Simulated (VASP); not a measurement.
Here is a VASP 6.6.1 calculation.

Contents of INCAR:

```
SYSTEM = SnO
PREC     = Accurate       ! precision mode
ENCUT    = 600            ! plane-wave cutoff, eV
EDIFF    = 1E-7           ! SCF threshold, eV
ISMEAR   = 0              ! smearing method
SIGMA    = 0.02           ! smearing width, eV
LREAL    = .FALSE.        ! projectors in reciprocal space
LASPH    = .TRUE.         ! aspherical terms in the spheres
NELM     = 100            ! most SCF steps
ALGO     = Normal         ! electronic algorithm
ISIF     = 3              ! what is computed and relaxed
LWAVE    = .FALSE.        ! write WAVECAR
LCHARG   = .FALSE.        ! write CHGCAR
METAGGA  = R2SCAN         ! meta-GGA
LMIXTAU  = .TRUE.       
LUSE_VDW = .TRUE.       
IVDW_NL  = 2            
BPARAM   = 11.95        
CPARAM   = 0.0093       
IBRION   = 2              ! ionic algorithm
NSW      = 90             ! ionic steps
EDIFFG   = -0.005         ! ionic threshold
```

File KPOINTS:

```
regular mesh
0
G
  10 10 8
  0 0 0
```

File POSCAR:

```
SnO
1.0
    3.8494000000      0.0000000000      0.0000000000
    0.0000000000      3.8494000000      0.0000000000
    0.0000000000      0.0000000000      4.8940000000
Sn O
2 2
Direct
    0.5000000000      0.0000000000      0.2377000000
    0.0000000000      0.5000000000      0.7623000000
    0.0000000000      0.0000000000      0.0000000000
    0.5000000000      0.5000000000      0.0000000000
```

Potentials or basis: VASP PAW PBE potentials, release 64 (Sn_d, O).

Launch:

```sh
$ cat potpaw_PBE.64/Sn_d/POTCAR potpaw_PBE.64/O/POTCAR > POTCAR
$ mpirun -np 1 vasp_std > vasp.out
```

Q: What does it give for the band gap on the k mesh?

A: None (metal or under the smearing width).

Q: Predict the relaxed volume.

A: 17.14 Å³/atom.

Final structure:
```xyz
4
Lattice="3.7985 0.0000 0.0000 0.0000 3.7985 0.0000 0.0000 0.0000 4.7508" Properties=species:S:1:pos:R:3 pbc="T T T"
Sn    1.8993    0.0000    1.1515
Sn    0.0000    1.8993    3.5993
O     0.0000    3.7985    0.0000
O     1.8993    1.8993    0.0000
```

Caveat: the PAW data sets were made with another functional, which shifts forces and pressure a little; pairwise dispersion overbinds metals, which lowers pressure and volume.
